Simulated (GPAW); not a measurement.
As in GPAW: convergence with convergence criteria

As:

```
CELL_PARAMETERS angstrom
2.97948 -0.10062 0.32377
-0.10062 2.58301 0.26188
0.32377 0.26188 2.54855
ATOMIC_POSITIONS crystal
As 0.50000 0.50000 0.50000
```

```yaml
Program: GPAW 26.7.0
Task: convergence study
Functional: PBE
Potentials_or_basis: GPAW PAW data sets (gpaw-data 1.2.1)
Cutoff: 600 eV
Basis: pw
k_mesh: 7 × 8 × 8
Occupations: fermi-dirac, width 0.05 eV
Spin: no spin polarisation
```

These are the settings of the first run; the series varies convergence criteria, with any setting tied to it.

Hardware: 1 thread of Arm Neoverse V2 (shared host).

```
                        convergence criteria  energy less the tightest run, at zero smearing (meV/atom)  SCF cycles  CPU time (s)  peak memory (GiB)
density=0.001 energy=0.01 eigenstates=0.0001                                                       0.00           6            11               0.16
                                     default                                                       0.00           7            14               0.16
                  density=1e-05 energy=1e-05                                                       0.00           8            15               0.16
                 density=1e-05 forces=0.0001                                                       0.00           9            15               0.16
density=1e-06 energy=1e-06 eigenstates=1e-10                                                       0.00          10            17               0.16
```

Against the tightest run, the energy stays within 1 meV/atom from density=0.001 energy=0.01 eigenstates=0.0001 on. The tightest run that finished is the yardstick and may itself not be fully converged.
